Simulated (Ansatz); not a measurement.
Runs of Ansatz 0.2.0 on MgO. Symmetry: Fm-3m, No. 225, cubic system. The conventional cell has a = 4.194 Å, b = 4.194 Å, c = 4.194 Å, α = 90.00°, β = 90.00°, γ = 90.00°. Around Mg (site symmetry m-3m) lie 6 O at 2.10 Å. Around O (site symmetry m-3m) lie 6 Mg at 2.10 Å. The cell is a database's computed one.

| task | level | cell | k mesh | cutoff (eV) | smearing | points for each segment of the path | mesh quality | gap on the mesh (eV) | pressure (GPa) | relaxed volume (Å³/atom) |
| --- | --- | --- | --- | --- | --- | --- | --- | --- | --- | --- |
| band structure | r2SCAN50 | as given | 6 × 6 × 6 | 500 | fermi-dirac 0.05 eV | 4 | coarse | (b) | - | - |
| relaxation of cell and atoms | HSE03 | relaxed | 6 × 6 × 6 | 420 | fermi-dirac 0.15 eV | - | coarse | (a) | - | 9.28 |
| relaxation of cell and atoms | PBE | relaxed | 11 × 11 × 11 | 420 | fermi-dirac 0.05 eV | - | not flagged | 4.46 | 0.0 | 9.62 |
| relaxation of cell and atoms | BLYP+D3(BJ) | relaxed | 11 × 11 × 11 | 420 | fermi-dirac 0.05 eV | - | not flagged | 5.30 | 0.0 | 9.09 |
| band structure | r2SCANh | as given | 6 × 6 × 6 | 500 | fermi-dirac 0.05 eV | 4 | coarse | 6.63 | - | - |

Alike in all rows: potentials or basis Ansatz PAW; no spin polarisation.

Q: Estimate the missing entries.

A: (a) 6.31; (b) 10.22.

Caveats: some runs use coarse meshes; the PAW data sets come from PBE, with cores solved anew for the run's functional, which leaves a small shift of forces and pressure (some runs); the plane-wave basis is chosen anew once the cell has moved, so the energies of steps on either side of that aren't comparable (some runs); odd divisions of the mesh miss points on the zone boundary, where band edges often lie, so the gap on the mesh can be too wide (some runs); the potentials were made for another functional, which shifts forces and pressure (some runs).

A k mesh can miss the band edges.

Not every run made on this cell is shown here.
